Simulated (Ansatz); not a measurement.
BaZrO3 (I4/mcm) from a database of computed structures was relaxed with 3 functionals in Ansatz 0.2.0, cell and atoms free, the symmetry of the start kept (meshes: PBE 6×6×6, r2SCAN 6×6×6, PBEsol 6×6×6). No spin polarisation and no zero-point or thermal motion.

The PBEsol result:
```cif
data_structure
_symmetry_space_group_name_H-M 'I4/mcm'
_symmetry_Int_Tables_number 140
_cell_length_a 5.8972
_cell_length_b 5.8972
_cell_length_c 8.3804
_cell_angle_alpha 90.000
_cell_angle_beta 90.000
_cell_angle_gamma 90.000
_cell_volume 291.44
loop_
_atom_site_label
_atom_site_type_symbol
_atom_site_symmetry_multiplicity
_atom_site_Wyckoff_symbol
_atom_site_fract_x
_atom_site_fract_y
_atom_site_fract_z
_atom_site_occupancy
Ba1 Ba 4 b 0.00000 0.50000 0.25000 1
Zr1 Zr 4 c 0.00000 0.00000 0.00000 1
O1 O 4 a 0.50000 0.50000 0.25000 1
O2 O 8 h 0.72604 0.22604 0.00000 1
```

Space group I4/mcm (No. 140), tetragonal; a = 5.897 Å, c = 8.380 Å in the conventional setting, 14.57 Å³ an atom. Ba has 12 O at 2.82–3.10 Å; Zr has 6 O at 2.09–2.10 Å; O has 2 Zr at 2.10 Å and 4 Ba at 2.95 Å; O has 2 Zr at 2.09 Å and 4 Ba at 2.82–3.10 Å.

**Question.** Order the functionals by the relaxed volume, smallest first.
A. PBEsol
B. r2SCAN
C. PBE

**Answer.** A (14.57 Å³/atom), B (14.87 Å³/atom), C (15.09 Å³/atom).

**Question.** How does the cell change with r2SCAN?

**Answer.** a = 5.945 Å, c = 8.413 Å; the volume differs by +2.0 % from PBEsol's. Ba has 12 O at 2.93–3.02 Å; Zr has 6 O at 2.10 Å; O has 2 Zr at 2.10 Å and 4 Ba at 2.97 Å (further sites aren't listed).

**Question.** What lattice does PBE give?

**Answer.** a = 5.971 Å, c = 8.464 Å; the volume differs by +3.5 % from PBEsol's. Around Ba lie 12 O at 2.89–3.09 Å; around Zr lie 6 O at 2.12 Å; around O lie 2 Zr at 2.12 Å and 4 Ba at 2.99 Å (further sites aren't listed).

**Question.** Held at the r2SCAN cell, what mean stress does PBE find, and does its sign point to its own minimum?

**Answer.** Yes. PBE +2.44 GPa, and its relaxed volume is +1.5 % from r2SCAN's. Compression counts positive, so a positive stress asks for a larger cell.
